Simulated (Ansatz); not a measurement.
# Calculated quadrupolar parameters for HfO₂

The cell is an entry of the Crystallography Open Database (COD) whose atoms were relaxed with PBE, the cell held.

```cif
data_HfO2
_symmetry_space_group_name_H-M 'P2_1/c'
_symmetry_Int_Tables_number 14
_cell_length_a 5.1180
_cell_length_b 5.1857
_cell_length_c 5.2841
_cell_angle_alpha 90.000
_cell_angle_beta 99.352
_cell_angle_gamma 90.000
loop_
_atom_site_label
_atom_site_type_symbol
_atom_site_symmetry_multiplicity
_atom_site_Wyckoff_symbol
_atom_site_fract_x
_atom_site_fract_y
_atom_site_fract_z
Hf Hf 4 e 0.2767 0.0419 0.2081
O5 O 4 e 0.4466 0.7584 0.4803
O9 O 4 e 0.0726 0.3393 0.3389
```

One atom of each set is listed.

The numbers come from a DFT calculation in Ansatz (LDA, plane waves and PAW, scalar-relativistic, 420 eV cutoff, Γ-centred 6×6×6 k-points, Fermi–Dirac smearing 0.02 eV).

V_zz is the principal component of the electric field gradient with the largest magnitude, η = (V_xx − V_yy)/V_zz and C_Q = eQV_zz/h.

Hf-179: I = 9/2, Q = 3793 mb; O-17: I = 5/2, Q = -25.58 mb. Quadrupole moments are those of Pyykkö's year-2017 table.

```json
{"site": "Hf", "atoms": "4", "first shell": "7 O at 2.04–2.24 Å", "V_zz (10²¹ V/m²)": "12.65", "η": "0.17", "C_Q (MHz)": "1160"}
{"site": "O5", "atoms": "4", "first shell": "4 Hf at 2.14–2.24 Å", "V_zz (10²¹ V/m²)": "1.09", "η": "0.92", "C_Q (MHz)": "-0.674"}
{"site": "O9", "atoms": "4", "first shell": "3 Hf at 2.04–2.15 Å", "V_zz (10²¹ V/m²)": "-1.09", "η": "0.94", "C_Q (MHz)": "0.676"}
```

At this cell the LDA pressure is -9 GPa, so with LDA the cell would shrink if it were relaxed. Without spin–orbit coupling the gradients at and beside Hf can be off by some per cent, at some sites by more. Where η is near 1 the sign of V_zz means little.
